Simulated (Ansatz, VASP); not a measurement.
# One calculation of SiC, two programs

```xyz
4
Lattice="3.1382 0.0000 0.0000 -1.5691 2.7178 0.0000 0.0000 0.0000 4.9253" Properties=species:S:1:pos:R:3 pbc="T T T"
Si    0.0000    1.8118    0.0000
Si    1.5691    0.9059    2.4626
C     0.0000    1.8118    2.4626
C     1.5691    0.9059    4.9253
```

Alike in both runs: functional r2SCAN; k mesh 9 × 9 × 4; occupations gaussian, width 0.1 eV; no spin polarisation.

Ansatz relaxed the structure, and its values are those at the end. VASP's run is a single point on that final structure, the one shown.

|  | VASP | Ansatz |
| --- | --- | --- |
| version | VASP 6.6.1 | Ansatz 0.2.0 |
| potentials or method | VASP PAW PBE potentials, release 64 (Si, C) | scalar-relativistic, plane waves, PAW |
| plane-wave cutoff (eV) | 520 | 600 |
| valence electrons in the cell | 16 | 16 |

```csv
,VASP,Ansatz,Ansatz less VASP
gap on the k mesh at the Fermi level (eV),0.15,0.16,+0.003
least direct gap on the mesh (eV),1.84,1.83,-0.002
pressure (GPa),-0.3,0.0,+0.26
```

Caveats: the PAW data sets were made with another functional, which shifts forces and pressure a little (VASP); an odd mesh through Γ misses points on the zone boundary, where band edges often lie.
